Stretch a crystal a little and its band gap should change in proportion. One number, the deformation potential, would then carry the gap from any volume in the table to any other. It is just as tempting to assume that the gap can be read from a regular mesh of k points, the sampled electron wavevectors. For corundum-type In₂O₃, which is not the common bixbyite form of the oxide, both assumptions look sound in the upper rows. Both fail further down, and the numbers show where.

Corundum-type In₂O₃ (R-3c, 10-atom cell), calculated with Ansatz 0.2.0 using HSE06, PAW potentials, a 420 eV plane-wave cutoff and a 4×4×4 k mesh, without spin polarisation or spin–orbit coupling. The ions were relaxed with r2SCAN. The ratio c/a refers to the conventional hexagonal cell, and the search for the gaps includes k points outside the mesh.

| volume (Å³/atom) | c/a | shortest distance (Å) | band gap (eV) | least direct gap (eV) |
| --- | --- | --- | --- | --- |
| 11.639 | 2.6441 | 2.063 | 3.345 | 3.345 |
| 12.002 | 2.6442 | 2.085 | 3.144 | 3.144 |
| 12.374 | 2.6441 | 2.107 | 2.942 | 2.942 |
| 12.752 | 2.6442 | 2.130 | 2.729 | 2.740 |
| 13.139 | 2.6442 | 2.153 | 2.503 | 2.538 |
| 13.533 | 2.6441 | 2.176 | 2.283 | 2.339 |
| 13.935 | 2.6441 | 2.199 | 2.067 | 2.142 |

The volume is given per atom, and the shortest distance is that between In and O. From each row to the next the cell edges grow by one per cent of their length in the cell at 12.752 Å³ per atom, which serves here as the reference. The band gap is the fundamental one, from the highest filled level to the lowest empty level wherever the two lie. The least direct gap compares filled and empty levels at the same k point.

Both gaps shrink as the crystal expands, and the main reason is expected to be ordinary bonding. The lowest empty state sits at Γ, the centre of the Brillouin zone, in every row. In the standard picture of such oxides it is an antibonding combination of In 5s and oxygen orbitals; the calculation itself gives no orbital composition. Longer bonds mean less overlap, so the antibonding state is pushed up less and comes closer to the filled levels.

In the first three rows, the compressed cells, the highest filled state among the k points examined also sits at Γ. The two gap columns are then identical, and each step of one per cent lowers them by about 0.20 eV. This is the regime in which a single deformation potential works. To first order the energy of a given state shifts in proportion to the strain, so the gap between two given states follows a straight line.

The condition hidden in that argument is that the states stay the same. The fundamental gap is not tied to a particular pair of states: it is the smallest of many gaps, each with its own slope. If a second filled state gains on the first as the cell expands, it can eventually overtake it and become the top of the valence band. From there on the gap follows another, steeper line, although nothing abrupt has happened to any single state.

This happens between the third and fourth rows. In the reference cell the fundamental gap is 2.729 eV and the least direct gap 2.740 eV. The difference of 11 meV is small, but it marks a change of kind: the highest filled state now lies away from Γ, near (0, 0.19, −0.19) in units of the reciprocal lattice. The gap has become indirect.

The same row exposes the weakness of the mesh. A 4×4×4 mesh samples each reciprocal direction in steps of a quarter, so it has a point at Γ but none at 0.19. Its levels alone give 2.740 eV, exactly the direct gap, and would lead one to call the material direct. The energy error is slight, yet the conclusion about the type of gap is wrong.

One per cent further on, at 13.139 Å³ per atom, the mesh does notice that the gap is indirect, because one of its own points away from Γ has risen above the Γ level. It still misses the top itself and gives a gap 21 meV too large compared with the search between mesh points. The steps of the mesh gap reveal the delay. They stay at 201 to 202 meV down to the reference cell and grow to 216 meV only afterwards, one row later than the change in the fundamental gap.

The last three rows show what the change of state does to a deformation potential taken from compression. A straight line was fitted to the three compressed cells only and carried on to the expanded ones; the output below the text gives the details. With $s$ the strain of the cell edges in per cent, it reads

$$E(s) = 2.741\ \text{eV} - 0.2015\ \text{eV}\times s .$$

At $s = 3$, a row that was not part of the fit, the line gives $2.741 - 3\times 0.2015 \approx 2.136$ eV. The computed direct gap is 2.142 eV, so the line is still good to 6 meV after an extrapolation twice as long as the fitted range. The fundamental gap is 2.067 eV, and there the same line is too high by 69 meV, or about 3 per cent of the gap.

This comparison separates two explanations that the fundamental gap alone would leave mixed. If the response to strain were simply curved, the direct gap should bend away from the line as well. It barely does. What fails is the assumption that the valence top remains the same state, while the gap between the two states at Γ keeps almost the same slope throughout.

The line can be repaired by subtracting the lead of the new valence top over the one at Γ. That lead is the difference between the two gap columns: 11 meV in the reference cell and 35 meV one per cent later, a gain of 24 meV per per cent. Continued to $s = 3$, it becomes $11 + 3\times 24 = 83$ meV, and the corrected estimate of the fundamental gap is $2.136 - 0.083 = 2.053$ eV. This is 14 meV too low instead of 69 meV too high. Of the remaining error, 8 meV arises because the computed lead grows more slowly towards the end and reaches only 75 meV; the other 6 meV is the amount by which the line already misses the direct gap.

Run backwards, the same gain puts the crossing of the two valence states at a strain of $-11/24 \approx -0.5$ per cent. That lies between the third and fourth rows, as it should. The figure is only approximate: the lead in the reference cell is small, and the point away from Γ was located with the simpler PBE functional. The HSE06 maximum may lie slightly elsewhere, in which case the true lead would be somewhat larger.

Why the second state gains on the first is less certain than the fact that it does. Both are presumably made mainly of oxygen 2p orbitals, but the phases between neighbouring atoms differ from one k point to another, and so may the admixture of In 4d. A state with more antibonding character between its neighbours would lose more energy when the crystal expands. It is a reasonable guess that the state at Γ is of this sort, but only an orbital analysis at both points could confirm it.

For the user of a deformation potential the consequence is a choice between two values. Per relative change of volume, taken here as three times the strain of the edges, the compressed cells give −6.7 eV. The fundamental gap between the reference cell and the most expanded one gives −7.4 eV, about 10 per cent steeper. The factor of three is a small-strain approximation: at 3 per cent the volume has already grown by 9.3 per cent. Both values therefore belong with three times the edge strain, not with the full change of volume. They hold for uniform scaling of the cell, with the ions relaxed by the r2SCAN functional. This is not quite the same as hydrostatic pressure: in the most compressed cell the stress is about 20 GPa along $a$ and 16 GPa along $c$. These stresses are rough, since the runs warn that their thresholds were loose for stresses.

A single line through all seven fundamental gaps would hide this choice. Its typical error is only 9 meV, which looks excellent for a gap that changes by more than 1 eV. The errors have a pattern, however: the line runs too high at both ends of the table and too low in the middle. Such an arch is what the smallest of several straight lines must produce, since each change of state can only make the fall steeper. A smooth bend in a single gap would leave an arch too, so the pattern is a warning, and it takes the direct gap to identify the cause. A small average error therefore does not show that one slope describes the whole range.

The practical rule is to follow the direct and the fundamental gap side by side and to note at which k point each band edge lies. As long as the edges keep their places and the gap changes in even steps, one deformation potential may be fitted. Where the two gaps begin to part, the fit should be split. The valence top should be searched for between the mesh points in every cell, because the mesh alone can hide the parting, as it does in the reference cell.

Output of the analysis:

```
fit of band_gap on 3 rows (strain < 0): constant 2.741 +/- 0.00062, coefficient of strain -0.2015 +/- 0.00029; rms 0.000236, worst 12.002 -0.000333, leave-one-out rms 0.000866
  rows outside the fit (model, value, miss): 12.752 2.741, 2.729, 0.0117; 13.139 2.539, 2.503, 0.0362; 13.533 2.338, 2.283, 0.0547; 13.935 2.136, 2.067, 0.0692
fit of band_gap on 7 rows: constant 2.716 +/- 0.004, coefficient of strain -0.2141 +/- 0.002; rms 0.00892, worst 11.639 0.0135, leave-one-out rms 0.0135
Gaps and errors in meV:
     row  strain in %  direct less fundamental  mesh less fundamental  compressed line less fundamental  compressed line less direct  all-row line less fundamental
  11.639           -3                        0                      0                            0.1667                       0.1667                          13.46
  12.002           -2                        0                      0                           -0.3333                      -0.3333                         0.3571
  12.374           -1                        0                      0                            0.1667                       0.1667                         -11.75
  12.752            0                       11                     11                             11.67                       0.6667                         -12.86
  13.139            1                       35                     21                             36.17                        1.167                        -0.9643
  13.533            2                       56                     20                             54.67                       -1.333                          4.929
  13.935            3                       75                     21                             69.17                       -5.833                          6.821
Fall of the gap from the row above in meV:
     row  fundamental  direct  mesh only
  12.002          201     201        201
  12.374          202     202        202
  12.752          213     202        202
  13.139          226     202        216
  13.533          220     199        221
  13.935          216     197        215
Slope of the fundamental gap from 0 to +3 % strain (eV per %): -0.2207
Slope of the direct gap from 0 to +3 % strain (eV per %): -0.1993
Fundamental slope in expansion steeper than the compressed line by (%): 9.512
Volume deformation potential from the compressed line (eV): -6.717
Volume deformation potential of the fundamental gap in expansion (eV): -7.356
Strain where the valence tops cross, from the rows at 0 and +1 % (%): -0.4583
The same from the rows at 0 and +3 % (%): -0.5156
Volume at the first of these crossings (cubic angstrom per atom): 12.58
```
